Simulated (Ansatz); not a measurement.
# SiNi (Pmmn) in Ansatz: a series of runs, part 2 of 2

Ansatz 0.2.0. The steps go on from the part before.

### Step 5. Band structure, r2SCAN+U, collinear spin, ferromagnetic start

input.yaml

```yaml
crystal:
  lattice:
    - [2.94277066, 0.0, 0.0]
    - [0.0, 3.28032554, 0.0]
    - [0.0, 0.0, 4.67744676]
  atoms:
    - { symbol: Ni, position: [0.5, 0.5, 0.34249559], spin: 1.0 }
    - { symbol: Ni, position: [0.0, 0.0, 0.65750441], spin: 1.0 }
    - { symbol: Si, position: [0.5, 0.5, 0.84314316] }
    - { symbol: Si, position: [0.0, 0.0, 0.15685684] }
hamiltonian:
  xc: r2scan
  pseudopotentials: { kind: paw }
  hubbard: { sites: [{ species: Ni, l: d, u_eff: 2.0 }] }
magnetization:
  spin_polarized: true
kpoints:
  mp_grid: { grid: [9, 8, 6] }
  band_path:
    path:
      - [[0.0, 0.0, 0.0], [0.5, 0.0, 0.0], [0.5, 0.5, 0.0], [0.0, 0.5, 0.0], [0.0, 0.0, 0.0], [0.0, 0.0, 0.5], [0.5, 0.0, 0.5], [0.5, 0.5, 0.5], [0.0, 0.5, 0.5], [0.0, 0.0, 0.5]]
      - [[0.0, 0.5, 0.0], [0.0, 0.5, 0.5]]
      - [[0.5, 0.0, 0.5], [0.5, 0.0, 0.0]]
      - [[0.5, 0.5, 0.0], [0.5, 0.5, 0.5]]
    npoints: 14
scf:
  occupations: { method: fermi_dirac, width: 0.05 }
  n_extra_bands: 10
output:
  forces: true
  stress: true
  eigenvalues: true
  fatbands: false
  write_density: true
  write_potential: true
  elf: true
  volumetric_format: npy
```

Command:

```console
> ansatz run input.yaml --threads 2 --pin off --max-ram 5632MiB --backend cpu --events-out ev --progress --plain --runs-dir out
```

Run time: 65 s. Hardware: 2 threads of Arm Neoverse V1, shared host; peak memory 0.73 GiB.

It converged, with:

| Property | Result |
| --- | --- |
| Free energy | -12968.5002 eV |
| Pressure | -0.1 GPa |
| Largest force | 0.044 eV/Å |
| Band gap on the k mesh | none (metal or under the smearing width) |
| Net moment | 0.00 μB per cell |
| Absolute moment | 0.00 μB per cell |

Forces on the atoms (eV/Å):
```
Ni   0.000  0.000  0.044
Ni   0.000  0.000 -0.044
Si   0.000  0.000 -0.032
Si   0.000  0.000  0.032
```

Stress tensor (GPa, compression positive):
```
 0.02  0.00  0.00
 0.00  0.79  0.00
 0.00  0.00 -1.03
```

Levels at the corners of the path, in eV from the Fermi level:
Spin up:
| point | band 19 | band 20 | band 21 | band 22 | band 23 | band 24 | band 25 | band 26 |
| --- | --- | --- | --- | --- | --- | --- | --- | --- |
| Γ | -2.71 | -2.27 | -2.20 | -1.41 | 1.42 | 3.11 | 5.59 | 6.03 |
| X | -2.89 | -2.89 | -2.03 | -2.03 | 2.00 | 2.00 | 3.71 | 3.71 |
| S | -2.56 | -2.56 | -1.88 | -1.88 | 1.78 | 1.78 | 2.11 | 2.11 |
| Y | -2.68 | -2.68 | -2.57 | -2.57 | 1.36 | 1.36 | 5.41 | 5.41 |
| Γ | -2.71 | -2.27 | -2.20 | -1.41 | 1.42 | 3.11 | 5.59 | 6.03 |
| Z | -3.06 | -2.25 | 1.14 | 1.82 | 2.31 | 2.77 | 3.14 | 3.85 |
| U | -2.53 | -2.53 | -1.79 | -1.79 | 3.90 | 3.90 | 5.77 | 5.77 |
| R | -2.59 | -2.59 | -1.78 | -1.78 | -0.55 | -0.55 | 1.25 | 1.25 |
| T | -2.48 | -2.48 | -2.33 | -2.33 | 5.62 | 5.62 | 5.84 | 5.84 |
| Z | -3.06 | -2.25 | 1.14 | 1.82 | 2.31 | 2.77 | 3.14 | 3.85 |
| Y | -2.68 | -2.68 | -2.57 | -2.57 | 1.36 | 1.36 | 5.41 | 5.41 |
| T | -2.48 | -2.48 | -2.33 | -2.33 | 5.62 | 5.62 | 5.84 | 5.84 |
| U | -2.53 | -2.53 | -1.79 | -1.79 | 3.90 | 3.90 | 5.77 | 5.77 |
| X | -2.89 | -2.89 | -2.03 | -2.03 | 2.00 | 2.00 | 3.71 | 3.71 |
| S | -2.56 | -2.56 | -1.88 | -1.88 | 1.78 | 1.78 | 2.11 | 2.11 |
| R | -2.59 | -2.59 | -1.78 | -1.78 | -0.55 | -0.55 | 1.25 | 1.25 |
Spin down:
| point | band 19 | band 20 | band 21 | band 22 | band 23 | band 24 | band 25 | band 26 |
| --- | --- | --- | --- | --- | --- | --- | --- | --- |
| Γ | -2.71 | -2.27 | -2.20 | -1.41 | 1.42 | 3.11 | 5.59 | 6.03 |
| X | -2.89 | -2.89 | -2.03 | -2.03 | 2.00 | 2.00 | 3.71 | 3.71 |
| S | -2.56 | -2.56 | -1.88 | -1.88 | 1.78 | 1.78 | 2.11 | 2.11 |
| Y | -2.68 | -2.68 | -2.57 | -2.57 | 1.36 | 1.36 | 5.41 | 5.41 |
| Γ | -2.71 | -2.27 | -2.20 | -1.41 | 1.42 | 3.11 | 5.59 | 6.03 |
| Z | -3.06 | -2.25 | 1.14 | 1.82 | 2.31 | 2.77 | 3.14 | 3.85 |
| U | -2.53 | -2.53 | -1.79 | -1.79 | 3.90 | 3.90 | 5.77 | 5.77 |
| R | -2.59 | -2.59 | -1.78 | -1.78 | -0.55 | -0.55 | 1.25 | 1.25 |
| T | -2.48 | -2.48 | -2.33 | -2.33 | 5.62 | 5.62 | 5.84 | 5.84 |
| Z | -3.06 | -2.25 | 1.14 | 1.82 | 2.31 | 2.77 | 3.14 | 3.85 |
| Y | -2.68 | -2.68 | -2.57 | -2.57 | 1.36 | 1.36 | 5.41 | 5.41 |
| T | -2.48 | -2.48 | -2.33 | -2.33 | 5.62 | 5.62 | 5.84 | 5.84 |
| U | -2.53 | -2.53 | -1.79 | -1.79 | 3.90 | 3.90 | 5.77 | 5.77 |
| X | -2.89 | -2.89 | -2.03 | -2.03 | 2.00 | 2.00 | 3.71 | 3.71 |
| S | -2.56 | -2.56 | -1.88 | -1.88 | 1.78 | 1.78 | 2.11 | 2.11 |
| R | -2.59 | -2.59 | -1.78 | -1.78 | -0.55 | -0.55 | 1.25 | 1.25 |

Eigenvalues of the final occupation matrices:
```csv
site,spin,trace,eigenvalues
site 1,1,4.48,0.84 0.88 0.89 0.91 0.96
site 1,2,4.48,0.84 0.88 0.89 0.91 0.96
site 2,1,4.48,0.84 0.88 0.89 0.91 0.96
site 2,2,4.48,0.84 0.88 0.89 0.91 0.96
```

Caveat: the magnetic or orbital state may not be the lowest; the PAW data sets come from PBE, with cores solved anew for the run's functional, which leaves a small shift of forces and pressure; the U is typed as a test and isn't derived for this compound; the starting moments weren't kept.

### Step 6. Summary

| task | level | U | k mesh | cutoff (eV) | points for each segment of the path | hubbard projectors | double counting | gap on the mesh (eV) | pressure (GPa) | moment (μB) | largest force (eV/Å) |
| --- | --- | --- | --- | --- | --- | --- | --- | --- | --- | --- | --- |
| phonons | PBE | - | 8 × 8 × 6 | 420 | - | - | - | none | - | 0.00 | - |
| band structure | r2SCAN | - | 9 × 8 × 6 | 500 | 14 | - | - | none | 0.4 | 0.00 | 0.03 |
| band structure | r2SCAN+U | Ni d U = 1 eV | 9 × 8 × 6 | 500 | 14 | ortho-atomic (the default) | fll (the default) | none | 0.2 | 0.00 | 0.04 |
| band structure | r2SCAN+U | Ni d U = 2 eV | 9 × 8 × 6 | 500 | 14 | ortho-atomic (the default) | fll (the default) | none | -0.1 | 0.00 | 0.04 |

Alike in all rows: potentials or basis Ansatz PAW; spin collinear, ferromagnetic start; cell as given; smearing fermi-dirac 0.05 eV.

Every run on the cell as given and a fine mesh finds a metal. The pressure there spans -0.1 GPa (r2SCAN+U) to 0.4 GPa (r2SCAN); a positive pressure means that this level wants a larger cell, a negative one a smaller.

Caveats: the magnetic or orbital state may not be the lowest (some runs); the PAW data sets come from PBE, with cores solved anew for the run's functional, which leaves a small shift of forces and pressure (some runs); the starting moments weren't kept (some runs); the U is typed as a test and isn't derived for this compound (some runs).

Absolute energies hang on the potentials; compare differences alone.
